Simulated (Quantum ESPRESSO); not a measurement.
# C in Quantum ESPRESSO: equation of state, part 2 of 2

Quantum ESPRESSO 7.5. The steps go on from the part before.

**4. Single point, PBE, 21.82 Å³/atom**

File pw.in:

```
&CONTROL
  calculation = 'scf'
  prefix = 'pwscf'
  outdir = './tmp'
  pseudo_dir = './pseudo'
  tprnfor = .true.
  tstress = .true.
  disk_io = 'nowf'
/
&SYSTEM
  ibrav = 0
  nat = 2
  ntyp = 1
  ecutwfc = 55
  ecutrho = 440
  nbnd = 9
  occupations = 'smearing'
  smearing = 'fd'
  degauss = 0.00367493
/
&ELECTRONS
  conv_thr = 4d-10
  electron_maxstep = 120
  mixing_beta = 0.5
/
ATOMIC_SPECIES
C     12.0110 C.pbe-n-kjpaw_psl.1.0.0.UPF
CELL_PARAMETERS angstrom
   2.4396853020    0.0000000000    0.0000000000
  -1.2198426510    2.1128294488    0.0000000000
   0.0000000000    0.0000000000    8.4665949023
ATOMIC_POSITIONS crystal
C      0.6666666667    0.3333333333    0.0000000000
C      0.3333333333    0.6666666667    0.0000000000
K_POINTS automatic
12 12 3 0 0 0
```

Run with:

```console
> OMP_NUM_THREADS=1 pw.x -in pw.in > pw.out
```

Run time: 9.4 s. Hardware: 1 thread of Arm Neoverse V1, shared host; peak memory 0.08 GiB.

Results (log left out):

```
Free energy            : -501.8550 eV
Band gap on the k mesh : none (metal or under the smearing width)
```

**5. Single point, PBE, 22.27 Å³/atom**

Changes to pw.in since step 4:

```diff
@@ -28,5 +28,5 @@
 CELL_PARAMETERS angstrom
-   2.4396853020    0.0000000000    0.0000000000
-  -1.2198426510    2.1128294488    0.0000000000
-   0.0000000000    0.0000000000    8.4665949023
+   2.4561701622    0.0000000000    0.0000000000
+  -1.2280850811    2.1271057565    0.0000000000
+   0.0000000000    0.0000000000    8.5238033600
 ATOMIC_POSITIONS crystal
```

Potentials or basis: SSSP 1.3 efficiency PBE.

Run with:

```console
> OMP_NUM_THREADS=1 pw.x -in pw.in > pw.out
```

pw.out:

```text
This program is part of the open-source Quantum ESPRESSO suite
     for quantum simulation of materials; please cite
         "P. Giannozzi et al., J. Phys.:Condens. Matter 21 395502 (2009);
         "P. Giannozzi et al., J. Phys.:Condens. Matter 29 465901 (2017);
         "P. Giannozzi et al., J. Chem. Phys. 152 154105 (2020);
     in publications or presentations arising from this work. More details at

     file C.pbe-n-kjpaw_psl.1.0.0.UPF: wavefunction(s)  2S 2P renormalized
     Message from routine setup:
     using ibrav=0 with symmetry is DISCOURAGED, use correct ibrav instead

     G-vector sticks info
     --------------------
     sticks:   dense  smooth     PW     G-vecs:    dense   smooth      PW
     Sum         649     313    109                46859    16457    2923

     Using Slab Decomposition

     bravais-lattice index     =            0
     lattice parameter (alat)  =       4.6415  a.u.
     unit-cell volume          =     300.5229 (a.u.)^3
     number of atoms/cell      =            2
     number of atomic types    =            1
     number of electrons       =         8.00
     number of Kohn-Sham states=            9
     kinetic-energy cutoff     =      55.0000  Ry
     charge density cutoff     =     440.0000  Ry
     scf convergence threshold =      4.0E-10
     mixing beta               =       0.5000
     number of iterations used =            8  plain     mixing
     Exchange-correlation= SLA  PW   PBX  PBC
                           (   1   4   3   4   0   0   0)

     celldm(1)=   4.641489  celldm(2)=   0.000000  celldm(3)=   0.000000
     celldm(4)=   0.000000  celldm(5)=   0.000000  celldm(6)=   0.000000

     crystal axes: (cart. coord. in units of alat)
               a(1) = (   1.000000   0.000000   0.000000 )
               a(2) = (  -0.500000   0.866025   0.000000 )
[... 136 lines left out ...]
     ethr =  1.39E-09,  avg # of iterations =  2.0

     negative rho (up, down):  8.932E-07 0.000E+00

     End of self-consistent calculation

          k = 0.0000 0.0000 0.0000 (  2091 PWs)   bands (ev):

   -19.3704  -7.4478  -2.7939  -2.7939   3.1997   5.5218   7.2008   8.6624
     8.6624
[... 53 lines left out ...]
   -15.3616 -11.5429  -6.0489  -2.9840   3.0533   7.8366   9.1415  10.0618
    13.7051

          k = 0.0000-0.5774 0.0000 (  2028 PWs)   bands (ev):

   -14.0761 -13.0726  -6.2130  -2.1293   1.9421   7.7596  11.1686  11.3061
    12.8865

          k = 0.0000-0.5774 0.0961 (  2036 PWs)   bands (ev):

   -14.0761 -13.0726  -6.2130  -2.1293   1.9418   7.7596  11.4689  11.5886
    12.3262

          k = 0.0833 0.1443 0.0000 (  2089 PWs)   bands (ev):
[... 116 lines left out ...]
   -12.3907 -12.3907 -10.4049   0.2565   0.2565  10.8811  13.2540  13.2540
    13.8683

     the Fermi energy is     0.2565 ev

!    total energy              =     -36.88675108 Ry
     total all-electron energy =      -152.414947 Ry
     estimated scf accuracy    <          3.7E-10 Ry
     smearing contrib. (-TS)   =      -0.00014151 Ry
     internal energy E=F+TS    =     -36.88660956 Ry

     The total energy is F=E-TS. E is the sum of the following terms:
     one-electron contribution =     -71.27897837 Ry
     hartree contribution      =      37.83791522 Ry
     xc contribution           =      -9.29187149 Ry
     ewald contribution        =      18.18093744 Ry
     one-center paw contrib.   =     -12.33461236 Ry

     convergence has been achieved in   7 iterations

     negative rho (up, down):  8.932E-07 0.000E+00

     Forces acting on atoms (cartesian axes, Ry/au):

     atom    1 type  1   force =     0.00000000   -0.00000000    0.00000000
     atom    2 type  1   force =     0.00000000    0.00000000    0.00000000

     Total force =     0.000000     Total SCF correction =     0.000000

     Computing stress (Cartesian axis) and pressure

     negative rho (up, down):  8.932E-07 0.000E+00
          total   stress  (Ry/bohr**3)                   (kbar)     P=       14.25
   0.00014799  -0.00000000   0.00000000           21.77       -0.00        0.00
  -0.00000000   0.00014799   0.00000000           -0.00       21.77        0.00
   0.00000000   0.00000000  -0.00000536            0.00        0.00       -0.79

=------------------------------------------------------------------------------=
   JOB DONE.
=------------------------------------------------------------------------------=
```

Wall time 9.7 s (1 thread of Arm Neoverse V1, shared host); peak memory 0.08 GiB.

Results:

```
Free energy            : -501.8698 eV
Band gap on the k mesh : none (metal or under the smearing width)
```

**6. Single point, PBE, 22.71 Å³/atom**

Changes to pw.in since step 5:

```diff
@@ -28,5 +28,5 @@
 CELL_PARAMETERS angstrom
-   2.4561701622    0.0000000000    0.0000000000
-  -1.2280850811    2.1271057565    0.0000000000
-   0.0000000000    0.0000000000    8.5238033600
+   2.4724366638    0.0000000000    0.0000000000
+  -1.2362183319    2.1411929601    0.0000000000
+   0.0000000000    0.0000000000    8.5802540340
 ATOMIC_POSITIONS crystal
```

Potentials or basis: SSSP 1.3 efficiency PBE.

Run with:

```console
> OMP_NUM_THREADS=1 pw.x -in pw.in > pw.out
```

Run time: 9.8 s. Hardware: 1 thread of Arm Neoverse V1, shared host; peak memory 0.08 GiB.

Results (log left out):

```yaml
Free_energy: -501.8720 eV
Band_gap_on_the_k_mesh: none (metal or under the smearing width)
```

**7. Single point, PBE, 23.16 Å³/atom**

Changes to pw.in since step 6:

```diff
@@ -28,5 +28,5 @@
 CELL_PARAMETERS angstrom
-   2.4724366638    0.0000000000    0.0000000000
-  -1.2362183319    2.1411929601    0.0000000000
-   0.0000000000    0.0000000000    8.5802540340
+   2.4884918972    0.0000000000    0.0000000000
+  -1.2442459486    2.1550972001    0.0000000000
+   0.0000000000    0.0000000000    8.6359715305
 ATOMIC_POSITIONS crystal
```

Run with:

```console
> OMP_NUM_THREADS=1 pw.x -in pw.in > pw.out
```

Run time: 9.9 s. Hardware: 1 thread of Arm Neoverse V1, shared host; peak memory 0.09 GiB.

The run converged. Its results:

```
Free energy            : -501.8628 eV
Band gap on the k mesh : none (metal or under the smearing width)
```

**8. Single point, PBE, 23.60 Å³/atom**

Changes to pw.in since step 7:

```diff
@@ -28,5 +28,5 @@
 CELL_PARAMETERS angstrom
-   2.4884918972    0.0000000000    0.0000000000
-  -1.2442459486    2.1550972001    0.0000000000
-   0.0000000000    0.0000000000    8.6359715305
+   2.5043425914    0.0000000000    0.0000000000
+  -1.2521712957    2.1688243040    0.0000000000
+   0.0000000000    0.0000000000    8.6909792017
 ATOMIC_POSITIONS crystal
```

Run with:

```console
> OMP_NUM_THREADS=1 pw.x -in pw.in > pw.out
```

Run time: 10 s. Hardware: 1 thread of Arm Neoverse V1, shared host; peak memory 0.09 GiB.

The run converged. Its results:

* Free energy: -501.8429 eV
* Band gap on the k mesh: none (metal or under the smearing width)

**9. Equation of state, PBE**

Potentials or basis: SSSP 1.3 efficiency PBE.

No new run: the results of the series are fitted here.

What came out:

```yaml
Equilibrium_volume: 22.57 Å³/atom
Bulk_modulus_at_fixed_shape_and_positions: 108 GPa
Pressure_derivative_of_the_bulk_modulus: 3.6
```

Energy against volume, from the lowest point:
```tsv
volume (Å³/atom)	energy (meV/atom)
20.930	44.72
21.376	22.84
21.821	8.52
22.266	1.12
22.712	0.00
23.157	4.65
23.602	14.56
```

Caveat: the cell was scaled at fixed shape and fractional positions, which overstates the stiffness of a crystal with free parameters, most of all of layers and chains.
